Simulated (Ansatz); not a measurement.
# Dielectric response of ZnS (10-10) films, part 2 of 3

Wanted: ε of wurtzite ZnS (10-10) by finite fields on slabs, and the band edges against the vacuum where run.

Ansatz 0.2.0; plane-wave DFT, PBEsol, Ansatz PAW (the session's first sound run).

So far, gap on the k-mesh (eV): step 2 (relaxing the film, 12 atoms, units 3) 2.27; step 7 (field on, atoms free, 12 atoms, field 0.05 V/Å) 2.26; step 8 (field on, atoms free, 12 atoms, field -0.05 V/Å) 2.26; step 10 (relaxing the film, 16 atoms, units 4) 2.21; step 11 (the relaxed film, single point, 16 atoms, units 4) 2.21.

### Step 12. Single point, 16 atoms, units 4, field 0.05 V/Å

input.yaml

```yaml
crystal:
  lattice:
    - [3.82, 0.0, 0.0]
    - [0.0, 6.26, 0.0]
    - [0.0, 0.0, 29.0273901415]
  atoms:
    - { symbol: Zn, position: [0.0, 0.0472406217, 0.3315439797] }
    - { symbol: S, position: [0.0, 0.3828015742, 0.3089359337] }
    - { symbol: Zn, position: [0.5, 0.4848612624, 0.3472157425] }
    - { symbol: S, position: [0.5, 0.8669706371, 0.3504043388] }
    - { symbol: Zn, position: [0.5, -0.0055581534, 0.426880368] }
    - { symbol: S, position: [0.5, 0.3673815604, 0.4247828627] }
    - { symbol: Zn, position: [0.0, 0.491117938, 0.4616196787] }
    - { symbol: S, position: [0.0, 0.8651845473, 0.4628083252] }
    - { symbol: Zn, position: [0.0, -0.0088820611, 0.538380321] }
    - { symbol: S, position: [0.0, 0.3651845484, 0.537191675] }
    - { symbol: Zn, position: [0.5, 0.494441848, 0.5731196321] }
    - { symbol: S, position: [0.5, 0.8673815623, 0.5752171374] }
    - { symbol: Zn, position: [0.5, -0.015138733, 0.6527842573] }
    - { symbol: S, position: [0.5, 0.3669706414, 0.6495956618] }
    - { symbol: Zn, position: [0.0, 0.547240627, 0.6684560201] }
    - { symbol: S, position: [0.0, 0.8828015792, 0.6910640663] }
kpoints:
  mp_grid: { grid: [8, 4, 1] }
hamiltonian:
  xc: pbesol
scf:
  occupations: { method: fixed }
  convergence: { dr2_threshold: 1.0e-10 }
efield:
  axis: 3
  dipole_correction: true
  ramp_position: 0.97
  ramp_width: 0.06
  amplitude: 0.05
output:
  write_potential: true
  write_density: true
  volumetric_format: npy
```

Command:

```bash
> ansatz run input.yaml --threads 8 --pin off --max-ram 32768MiB --backend cpu --events-out ev --progress --plain --runs-dir out
```

Run time: 24 s. Hardware: 8 threads of Arm Neoverse V2, shared host; peak memory 2.7 GiB.

The dipole is 0.0725 e·Å, and the gap on the mesh 2.204 eV.

### Step 13. Single point, 16 atoms, units 4, field -0.05 V/Å

input.yaml: that of step 12 with these lines changed.

```diff
@@ -34,3 +34,3 @@
   ramp_width: 0.06
-  amplitude: 0.05
+  amplitude: -0.05
 output:
```

Elapsed: 24 s, on 8 threads; peak memory 2.7 GiB.

The dipole is -0.0725 e·Å, and the gap on the mesh 2.204 eV.

### Step 14. Response with the atoms held, 16 atoms, units 4

This step: plane-wave DFT, PBEsol, Ansatz PAW; response to a field along the normal, atoms held (Ansatz 0.2.0).

Local field over the applied field, running mean. From the potentials at -0.05 and 0.05 V/Å; running mean over 3.308 Å, taken twice. Table of local field over applied field by z:

```csv
z (Å),local field over applied field
4.5,0.993
5.0,0.981
5.5,0.958
6.0,0.918
6.5,0.858
7.0,0.777
7.5,0.680
8.0,0.574
8.5,0.468
9.0,0.371
9.5,0.292
10.0,0.234
10.5,0.196
11.0,0.175
11.5,0.167
12.0,0.164
12.5,0.165
13.0,0.166
13.5,0.167
14.0,0.167
14.5,0.167
15.0,0.167
15.5,0.167
16.0,0.166
16.5,0.165
17.0,0.164
17.5,0.166
18.0,0.175
18.5,0.195
19.0,0.231
19.5,0.288
20.0,0.367
20.5,0.462
21.0,0.568
21.5,0.675
22.0,0.772
22.5,0.854
23.0,0.915
23.5,0.956
24.0,0.980
24.5,0.992
```

The induced dipole is that of a conductor 10.97 Å thick.

### Step 15. Relaxing the film, 20 atoms, units 5

This step: plane-wave DFT, PBEsol, Ansatz PAW (Ansatz 0.2.0).

System of this step: ZnS (10-10), 5 units. The cell holds 20 atoms: 10 Zn and 10 S. Its edges and angles: a = 3.820 Å, b = 6.260 Å, c = 32.336 Å, α = 90.0°, β = 90.0°, γ = 90.0°. It derives from ZnS (wurtzite ZnS). Vacuum lies along c.

input.yaml

```yaml
crystal:
  lattice:
    - [3.82, 0.0, 0.0]
    - [0.0, 6.26, 0.0]
    - [0.0, 0.0, 32.335607184]
  atoms:
    - { symbol: Zn, position: [0.0, 0.0, 0.2783309418] }
    - { symbol: S, position: [0.0, 0.375, 0.2783309418] }
    - { symbol: Zn, position: [0.5, 0.5, 0.3124338738] }
    - { symbol: S, position: [0.5, 0.875, 0.3124338738] }
    - { symbol: Zn, position: [0.5, 0.0, 0.3806397379] }
    - { symbol: S, position: [0.5, 0.375, 0.3806397379] }
    - { symbol: Zn, position: [0.0, 0.5, 0.4147426699] }
    - { symbol: S, position: [0.0, 0.875, 0.4147426699] }
    - { symbol: Zn, position: [0.0, 0.0, 0.482948534] }
    - { symbol: S, position: [0.0, 0.375, 0.482948534] }
    - { symbol: Zn, position: [0.5, 0.5, 0.517051466] }
    - { symbol: S, position: [0.5, 0.875, 0.517051466] }
    - { symbol: Zn, position: [0.5, 0.0, 0.5852573301] }
    - { symbol: S, position: [0.5, 0.375, 0.5852573301] }
    - { symbol: Zn, position: [0.0, 0.5, 0.6193602621] }
    - { symbol: S, position: [0.0, 0.875, 0.6193602621] }
    - { symbol: Zn, position: [0.0, 0.0, 0.6875661262] }
    - { symbol: S, position: [0.0, 0.375, 0.6875661262] }
    - { symbol: Zn, position: [0.5, 0.5, 0.7216690582] }
    - { symbol: S, position: [0.5, 0.875, 0.7216690582] }
kpoints:
  mp_grid: { grid: [8, 4, 1] }
hamiltonian:
  xc: pbesol
scf:
  occupations: { method: fixed }
  convergence: { dr2_threshold: 1.0e-09 }
efield:
  axis: 3
  dipole_correction: true
  ramp_position: 0.97
  ramp_width: 0.06
relax:
  f_tol: 0.003
  max_steps: 100
output:
  write_potential: true
  write_density: true
  volumetric_format: npy
```

Wall time 2.1 min (8 threads); peak memory 3.5 GiB; 17 min of CPU time.

Relaxation path:

```csv
step,energy less that of the first step (eV),largest force component (eV/Å)
1,0.0000,1.3704
2,-0.6693,0.9094
3,-1.0414,0.5347
4,-1.1764,0.1503
5,-1.2057,0.0208
6,-1.2061,0.0108
7,-1.2062,0.0024
```

The run keeps the 2 symmetry operations that it works with, so distortions that break them were not tested.

The atoms that moved most (Å):

```
atom     dx      dy      dz  length
 Zn1  0.000   0.306   0.651   0.720
Zn19  0.000   0.306  -0.651   0.720
 Zn5  0.000  -0.024   0.108   0.111
Zn15  0.000  -0.024  -0.108   0.111
 S18  0.000  -0.040  -0.095   0.103
  S4  0.000  -0.040   0.095   0.103
Zn17  0.000  -0.085  -0.008   0.085
 Zn3  0.000  -0.085   0.008   0.085
```

The relaxation took 7 steps and lowered the energy by 1.2 eV; the largest force on the free atoms ends at 0.0024 eV/Å.

The gap is 2.19 eV, with the valence edge 6.04 eV and the conduction edge 3.85 eV under the upper vacuum level.

### Step 16. The relaxed film, single point, 20 atoms, units 5

input.yaml

```yaml
crystal:
  lattice:
    - [3.82, 0.0, 0.0]
    - [0.0, 6.26, 0.0]
    - [0.0, 0.0, 32.335607184]
  atoms:
    - { symbol: Zn, position: [0.0, 0.0489421243, 0.2984763089] }
    - { symbol: S, position: [0.0, 0.3846224771, 0.2782781834] }
    - { symbol: Zn, position: [0.5, 0.4864310533, 0.3126771315] }
    - { symbol: S, position: [0.5, 0.8686329164, 0.3153707618] }
    - { symbol: Zn, position: [0.5, -0.0037719766, 0.383982263] }
    - { symbol: S, position: [0.5, 0.3690438222, 0.382298189] }
    - { symbol: Zn, position: [0.0, 0.4920580043, 0.4155347591] }
    - { symbol: S, position: [0.0, 0.8664902679, 0.4162026244] }
    - { symbol: Zn, position: [0.0, -0.0050974972, 0.4837236329] }
    - { symbol: S, position: [0.0, 0.3676488116, 0.4833888052] }
    - { symbol: Zn, position: [0.5, 0.4949025033, 0.5162763672] }
    - { symbol: S, position: [0.5, 0.8676488123, 0.5166111946] }
    - { symbol: Zn, position: [0.5, -0.0079419941, 0.5844652414] }
    - { symbol: S, position: [0.5, 0.3664902701, 0.5837973751] }
    - { symbol: Zn, position: [0.0, 0.496228027, 0.6160177378] }
    - { symbol: S, position: [0.0, 0.8690438258, 0.6177018102] }
    - { symbol: Zn, position: [0.0, -0.0135689525, 0.6873228695] }
    - { symbol: S, position: [0.0, 0.3686329136, 0.6846292365] }
    - { symbol: Zn, position: [0.5, 0.5489421194, 0.7015236918] }
    - { symbol: S, position: [0.5, 0.8846224718, 0.7217218166] }
kpoints:
  mp_grid: { grid: [8, 4, 1] }
hamiltonian:
  xc: pbesol
scf:
  occupations: { method: fixed }
  convergence: { dr2_threshold: 1.0e-09 }
efield:
  axis: 3
  dipole_correction: true
  ramp_position: 0.97
  ramp_width: 0.06
output:
  eigenvalues: true
  write_potential: true
  write_density: true
  volumetric_format: npy
```

It took 30 s on 8 threads; peak memory 3.7 GiB.

The gap is 2.19 eV, with the valence edge 6.04 eV and the conduction edge 3.85 eV under the upper vacuum level.

### Step 17. Single point, 20 atoms, units 5, field 0.05 V/Å

input.yaml: that of step 16 with these lines changed.

```diff
@@ -32,3 +32,3 @@
   occupations: { method: fixed }
-  convergence: { dr2_threshold: 1.0e-09 }
+  convergence: { dr2_threshold: 1.0e-10 }
 efield:
@@ -38,4 +38,4 @@
   ramp_width: 0.06
+  amplitude: 0.05
 output:
-  eigenvalues: true
   write_potential: true
```

Run time: 35 s. Hardware: 8 threads; peak memory 3.6 GiB.

The dipole is 0.0904 e·Å, and the gap on the mesh 2.165 eV.

### Step 18. Atoms held, 20 atoms, units 5, field -0.05 V/Å

input.yaml: that of step 17 with these lines changed.

```diff
@@ -38,3 +38,3 @@
   ramp_width: 0.06
-  amplitude: 0.05
+  amplitude: -0.05
 output:
```

The job ended after 35 s (8 threads; peak memory 3.6 GiB; 4.6 min of CPU time).

The dipole is -0.0904 e·Å, and the gap on the mesh 2.165 eV.

### Step 19. Response with the atoms held, 20 atoms, units 5

This step: plane-wave DFT, PBEsol, Ansatz PAW; response to a field along the normal, atoms held (Ansatz 0.2.0).

Local field over the applied field, running mean. From the potentials at -0.05 and 0.05 V/Å; running mean over 3.308 Å, taken twice. Local field over applied field against z:

```csv
z (Å),local field over applied field
5,0.982
6,0.921
7,0.783
8,0.580
9,0.377
10,0.237
11,0.176
12,0.164
13,0.166
14,0.167
15,0.168
16,0.168
17,0.168
18,0.167
19,0.166
20,0.165
21,0.169
22,0.208
23,0.320
24,0.508
25,0.720
26,0.884
27,0.969
28,0.995
```

The induced dipole is that of a conductor 13.67 Å thick.

### Step 20. Field on, atoms free, 20 atoms, units 5, field 0.05 V/Å

This step: plane-wave DFT, PBEsol, Ansatz PAW (Ansatz 0.2.0).

The same pair of relaxations in the field for this thickness.

input.yaml: that of step 18 with these lines changed.

```diff
@@ -38,3 +38,6 @@
   ramp_width: 0.06
-  amplitude: -0.05
+  amplitude: 0.05
+relax:
+  f_tol: 0.0006
+  max_steps: 70
 output:
```

Wall time 75 s (8 threads); peak memory 3.4 GiB.

Hardly anything moved in the relaxation; the energy changed by under 0.2 meV an atom.

The relaxation took 4 steps and lowered the energy by 1.5e-4 eV; the largest force on the free atoms ends at 4.9e-4 eV/Å.

The dipole is 0.0961 e·Å, and the gap on the mesh 2.179 eV.

### Step 21. Field on, atoms free, 20 atoms, units 5, field -0.05 V/Å

input.yaml: that of step 20 with these lines changed.

```diff
@@ -38,3 +38,3 @@
   ramp_width: 0.06
-  amplitude: 0.05
+  amplitude: -0.05
 relax:
```

It took 74 s on 8 threads; peak memory 3.4 GiB.

Hardly anything moved in the relaxation; the energy changed by under 0.2 meV an atom.

The relaxation took 4 steps and lowered the energy by 1.5e-4 eV; the largest force on the free atoms ends at 4.9e-4 eV/Å.

The dipole is -0.0961 e·Å, and the gap on the mesh 2.179 eV.

### Step 22. Response with the atoms relaxed, 20 atoms, units 5

This step: plane-wave DFT, PBEsol, Ansatz PAW; response to a field along the normal, atoms relaxed (Ansatz 0.2.0).

Local field over the applied field, running mean. From the potentials at -0.05 and 0.05 V/Å; running mean over 3.308 Å, taken twice. Table of local field over applied field by z:

```csv
z (Å),local field over applied field
5,0.978
6,0.924
7,0.779
8,0.560
9,0.338
10,0.159
11,0.118
12,0.105
13,0.126
14,0.116
15,0.114
16,0.115
17,0.114
18,0.115
19,0.126
20,0.111
21,0.110
22,0.140
23,0.261
24,0.486
25,0.707
26,0.892
27,0.962
28,0.994
```

The induced dipole is that of a conductor 14.55 Å thick.

### Step 23. Relaxation, 24 atoms, units 6

This step: plane-wave DFT, PBEsol, Ansatz PAW (Ansatz 0.2.0).

System of this step: ZnS (10-10), 6 units. The cell holds 24 atoms: 12 Zn and 12 S. Cell: a = 3.820 Å, b = 6.260 Å, c = 35.644 Å, α = 90.0°, β = 90.0°, γ = 90.0°. It derives from ZnS (wurtzite ZnS). Vacuum lies along c.

input.yaml

```yaml
crystal:
  lattice:
    - [3.82, 0.0, 0.0]
    - [0.0, 6.26, 0.0]
    - [0.0, 0.0, 35.6438242264]
  atoms:
    - { symbol: Zn, position: [0.0, 0.0, 0.2524981591] }
    - { symbol: S, position: [0.0, 0.375, 0.2524981591] }
    - { symbol: Zn, position: [0.5, 0.5, 0.2834358892] }
    - { symbol: S, position: [0.5, 0.875, 0.2834358892] }
    - { symbol: Zn, position: [0.5, 0.0, 0.3453113494] }
    - { symbol: S, position: [0.5, 0.375, 0.3453113494] }
    - { symbol: Zn, position: [0.0, 0.5, 0.3762490795] }
    - { symbol: S, position: [0.0, 0.875, 0.3762490795] }
    - { symbol: Zn, position: [0.0, 0.0, 0.4381245398] }
    - { symbol: S, position: [0.0, 0.375, 0.4381245398] }
    - { symbol: Zn, position: [0.5, 0.5, 0.4690622699] }
    - { symbol: S, position: [0.5, 0.875, 0.4690622699] }
    - { symbol: Zn, position: [0.5, 0.0, 0.5309377301] }
    - { symbol: S, position: [0.5, 0.375, 0.5309377301] }
    - { symbol: Zn, position: [0.0, 0.5, 0.5618754602] }
    - { symbol: S, position: [0.0, 0.875, 0.5618754602] }
    - { symbol: Zn, position: [0.0, 0.0, 0.6237509205] }
    - { symbol: S, position: [0.0, 0.375, 0.6237509205] }
    - { symbol: Zn, position: [0.5, 0.5, 0.6546886506] }
    - { symbol: S, position: [0.5, 0.875, 0.6546886506] }
    - { symbol: Zn, position: [0.5, 0.0, 0.7165641108] }
    - { symbol: S, position: [0.5, 0.375, 0.7165641108] }
    - { symbol: Zn, position: [0.0, 0.5, 0.7475018409] }
    - { symbol: S, position: [0.0, 0.875, 0.7475018409] }
kpoints:
  mp_grid: { grid: [8, 4, 1] }
hamiltonian:
  xc: pbesol
scf:
  occupations: { method: fixed }
  convergence: { dr2_threshold: 1.0e-09 }
efield:
  axis: 3
  dipole_correction: true
  ramp_position: 0.97
  ramp_width: 0.06
relax:
  f_tol: 0.003
  max_steps: 100
output:
  write_potential: true
  write_density: true
  volumetric_format: npy
```

Wall time 3.1 min (8 threads); peak memory 4.4 GiB; 24 min of CPU time.

Step by step:

```
step  energy less that of the first step (eV)  largest force component (eV/Å)
   1                                   0.0000                          1.3700
   2                                  -0.6696                          0.9093
   3                                  -1.0403                          0.5374
   4                                  -1.1778                          0.1522
   5                                  -1.2153                          0.0224
   6                                  -1.2159                          0.0121
   7                                  -1.2160                          0.0022
```

The run keeps the 2 symmetry operations that it works with, so distortions that break them were not tested.

The atoms that moved most (Å):

```
atom     dx      dy      dz  length
 Zn1  0.000   0.313   0.680   0.748
Zn23  0.000   0.313  -0.680   0.748
Zn19  0.000  -0.017  -0.136   0.137
 Zn5  0.000  -0.017   0.136   0.137
 S22  0.000  -0.033  -0.123   0.127
  S4  0.000  -0.033   0.123   0.127
 S20  0.000  -0.030  -0.084   0.089
  S6  0.000  -0.030   0.084   0.089
```

The relaxation took 7 steps and lowered the energy by 1.2 eV; the largest force on the free atoms ends at 0.0022 eV/Å.

The gap is 2.17 eV, with the valence edge 6.04 eV and the conduction edge 3.87 eV under the upper vacuum level.

### Step 24. Single point on the relaxed film, 24 atoms, units 6

input.yaml

```yaml
crystal:
  lattice:
    - [3.82, 0.0, 0.0]
    - [0.0, 6.26, 0.0]
    - [0.0, 0.0, 35.6438242264]
  atoms:
    - { symbol: Zn, position: [0.0, 0.0500330848, 0.2715667352] }
    - { symbol: S, position: [0.0, 0.3857524333, 0.2532760776] }
    - { symbol: Zn, position: [0.5, 0.4875053617, 0.2844912467] }
    - { symbol: S, position: [0.5, 0.8697153063, 0.2868819463] }
    - { symbol: Zn, position: [0.5, -0.0026543076, 0.3491179304] }
    - { symbol: S, position: [0.5, 0.3701503688, 0.3476563415] }
    - { symbol: Zn, position: [0.0, 0.4930462793, 0.3778359823] }
    - { symbol: S, position: [0.0, 0.8675236217, 0.378332855] }
    - { symbol: Zn, position: [0.0, -0.0037629248, 0.439540557] }
    - { symbol: S, position: [0.0, 0.3688256005, 0.4393998167] }
    - { symbol: Zn, position: [0.5, 0.4953831354, 0.4693848271] }
    - { symbol: S, position: [0.5, 0.8684820425, 0.4693435989] }
    - { symbol: Zn, position: [0.5, -0.0046168646, 0.5306151729] }
    - { symbol: S, position: [0.5, 0.3684820425, 0.5306564012] }
    - { symbol: Zn, position: [0.0, 0.4962370751, 0.560459443] }
    - { symbol: S, position: [0.0, 0.8688256003, 0.5606001834] }
    - { symbol: Zn, position: [0.0, -0.006953721, 0.6221640176] }
    - { symbol: S, position: [0.0, 0.3675236213, 0.6216671451] }
    - { symbol: Zn, position: [0.5, 0.4973456921, 0.6508820695] }
    - { symbol: S, position: [0.5, 0.8701503686, 0.6523436585] }
    - { symbol: Zn, position: [0.5, -0.0124946388, 0.7155087533] }
    - { symbol: S, position: [0.5, 0.3697153056, 0.7131180537] }
    - { symbol: Zn, position: [0.0, 0.5500330842, 0.7284332648] }
    - { symbol: S, position: [0.0, 0.8857524328, 0.7467239224] }
kpoints:
  mp_grid: { grid: [8, 4, 1] }
hamiltonian:
  xc: pbesol
scf:
  occupations: { method: fixed }
  convergence: { dr2_threshold: 1.0e-09 }
efield:
  axis: 3
  dipole_correction: true
  ramp_position: 0.97
  ramp_width: 0.06
output:
  eigenvalues: true
  write_potential: true
  write_density: true
  volumetric_format: npy
```

It took 42 s on 8 threads; peak memory 4.7 GiB; 5.5 min of CPU time.

The gap is 2.17 eV, with the valence edge 6.04 eV and the conduction edge 3.87 eV under the upper vacuum level.

### Step 25. Atoms held, 24 atoms, units 6, field 0.05 V/Å

input.yaml: that of step 24 with these lines changed.

```diff
@@ -36,3 +36,3 @@
   occupations: { method: fixed }
-  convergence: { dr2_threshold: 1.0e-09 }
+  convergence: { dr2_threshold: 1.0e-10 }
 efield:
@@ -42,4 +42,4 @@
   ramp_width: 0.06
+  amplitude: 0.05
 output:
-  eigenvalues: true
   write_potential: true
```

Wall time 49 s (8 threads); peak memory 4.6 GiB; 6.5 min of CPU time.

The dipole is 0.108 e·Å, and the gap on the mesh 2.129 eV.

### Step 26. Single point, 24 atoms, units 6, field -0.05 V/Å

input.yaml: that of step 25 with these lines changed.

```diff
@@ -42,3 +42,3 @@
   ramp_width: 0.06
-  amplitude: 0.05
+  amplitude: -0.05
 output:
```

Elapsed: 49 s, on 8 threads; peak memory 4.6 GiB; 6.5 min of CPU time.

The dipole is -0.108 e·Å, and the gap on the mesh 2.129 eV.

### Step 27. Response with the atoms held, 24 atoms, units 6

This step: plane-wave DFT, PBEsol, Ansatz PAW; response to a field along the normal, atoms held (Ansatz 0.2.0).

Local field over the applied field, running mean. From the potentials at -0.05 and 0.05 V/Å; running mean over 3.308 Å, taken twice. Local field over applied field against z:

```csv
z (Å),local field over applied field
5,0.983
6,0.924
7,0.788
8,0.587
9,0.382
10,0.239
11,0.177
12,0.165
13,0.166
14,0.167
15,0.168
16,0.168
17,0.168
18,0.168
19,0.168
20,0.168
21,0.168
22,0.167
23,0.165
24,0.166
25,0.192
26,0.280
27,0.450
28,0.663
29,0.845
30,0.953
31,0.991
```

The induced dipole is that of a conductor 16.38 Å thick.

### Step 28. Relaxing in the field, 24 atoms, units 6, field 0.05 V/Å

This step: plane-wave DFT, PBEsol, Ansatz PAW (Ansatz 0.2.0).

input.yaml: that of step 26 with these lines changed.

```diff
@@ -42,3 +42,6 @@
   ramp_width: 0.06
-  amplitude: -0.05
+  amplitude: 0.05
+relax:
+  f_tol: 0.0006
+  max_steps: 70
 output:
```

Elapsed: 1.7 min, on 8 threads; peak memory 4.4 GiB; 14 min of CPU time.

The relaxation took 4 steps and lowered the energy by 1.7e-4 eV; the largest force on the free atoms ends at 5.5e-4 eV/Å.

The dipole is 0.115 e·Å, and the gap on the mesh 2.150 eV.

### Step 29. Field on, atoms free, 24 atoms, units 6, field -0.05 V/Å

input.yaml: that of step 28 with these lines changed.

```diff
@@ -42,3 +42,3 @@
   ramp_width: 0.06
-  amplitude: 0.05
+  amplitude: -0.05
 relax:
```

Elapsed: 1.7 min, on 8 threads; peak memory 4.4 GiB.

The relaxation took 4 steps and lowered the energy by 1.7e-4 eV; the largest force on the free atoms ends at 5.5e-4 eV/Å.

The dipole is -0.115 e·Å, and the gap on the mesh 2.150 eV.

(Part 2 of 3 ends here.)

[Logs are printed without paths, hosts, clocks, repeated set-up lines and the standing remarks that a program may print on its own settings, such as how far it seeks lower states.]

[Hosts, paths, dates, database ids (printed as entryN), source tags and the programs' standing remarks are cut or masked in the printed files.]

[Maps of the electrostatic potential energy from Ansatz leave out the sawtooth potential of an applied field or a dipole correction, so their vacuum need not be flat; planar profiles and work functions include it.]
